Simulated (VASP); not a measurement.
Input of a VASP 6.6.1 run:

File INCAR:

```
  PREC = Accurate
  ENCUT = 600
  EDIFF = 1E-6
  ISMEAR = 0
  SIGMA = 0.03
  LREAL = F
  LASPH = T
  NELM = 80
  ALGO = Normal
  ISIF = 3
  LWAVE = F
  LCHARG = F
  GGA = CA
  IBRION = 2
  NSW = 90
  EDIFFG = -0.01
  KPAR = 2
```

KPOINTS

```
regular mesh
0
Gamma
  9 9 5
```

The input POSCAR:

```
PtSe2
1.0
    3.7240000000      0.0000000000      0.0000000000
   -1.8620000000      3.2250786037      0.0000000000
    0.0000000000      0.0000000000      5.0620000000
Pt Se
1 2
Direct
    0.0000000000      0.0000000000      0.0000000000
    0.3333333333      0.6666666667      0.2500000000
    0.6666666667      0.3333333333      0.7500000000
```

Potentials or basis: VASP PAW LDA potentials, release 64 (Pt, Se).

Command:

```console
$ cat potpaw_LDA.64/Pt/POTCAR potpaw_LDA.64/Se/POTCAR > POTCAR
$ mpirun -np 2 vasp_std > vasp.out
```

Problem. What does it give for the band gap on the k mesh?

Solution. None (metal or under the smearing width).

Problem. Predict the space group after relaxing (to 0.05 Å).

Solution. P-3m1 (No. 164).

Problem. Predict the relaxed volume.

Solution. 19.25 Å³/atom.

Problem. What does it give for the relaxed cell?

Solution. a = 3.744 Å, b = 3.744 Å, c = 4.757 Å, α = 90.00°, β = 90.00°, γ = 120.00°.

Final structure:
```yaml
crystal:
  lattice:
    - [3.74441, 0.00000, 0.00000]
    - [-1.87220, 3.24275, 0.00000]
    - [0.00000, 0.00000, 4.75686]
  atoms:
    - { symbol: Pt, position: [0.00000, 0.00000, 0.00000] }
    - { symbol: Se, position: [0.33333, 0.66667, 0.26584] }
    - { symbol: Se, position: [0.66667, 0.33333, 0.73416] }
```

Spin-orbit coupling is left out, which matters for the levels of Pt. Zero-point motion and thermal expansion aren't in these numbers.
